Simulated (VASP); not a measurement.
# SnTe: equation of state with PBEsol

Crystal: SnTe.

```xyz
2
Lattice="0.0000 3.5462 3.5462 3.5462 0.0000 3.5462 3.5462 3.5462 0.0000" Properties=species:S:1:pos:R:3 pbc="T T T"
Te    1.7731    1.7731    1.7731
Sn    0.0000    0.0000    0.0000
```

Measurements of this composition are mostly on another form, of space group No. 225.

* Program: VASP 6.6.1
* Task: equation of state
* Functional: PBEsol
* Potentials or basis: VASP PAW PBE potentials, release 64 (Te, Sn_d)
* Cutoff: 520 eV
* k mesh: 6 × 6 × 6
* Occupations: gaussian, width 0.02 eV
* Spin: no spin polarisation

The equilibrium volume is 44.61 Å³/atom (rough: see the caveat). The bulk modulus is 26 GPa (rough).

Energy against volume, from the lowest point:
| volume (Å³/atom) | energy (meV/atom) |
| --- | --- |
| 42.812 | 6.00 |
| 43.704 | 1.56 |
| 44.596 | 0.00 |
| 45.488 | 1.46 |
| 46.380 | 5.69 |

All runs of the series together: 98 s on 1 thread of Intel(R) Xeon(R) Platinum 8259CL CPU @ 2.50GHz (Skylake/Cascade Lake) (shared host).

Caveat: the fit is doubtful: noisy points or a state that changes with volume; the PAW data sets were made with another functional, which shifts forces and pressure a little. The run has no spin-orbit coupling, so splittings on Te are missing.
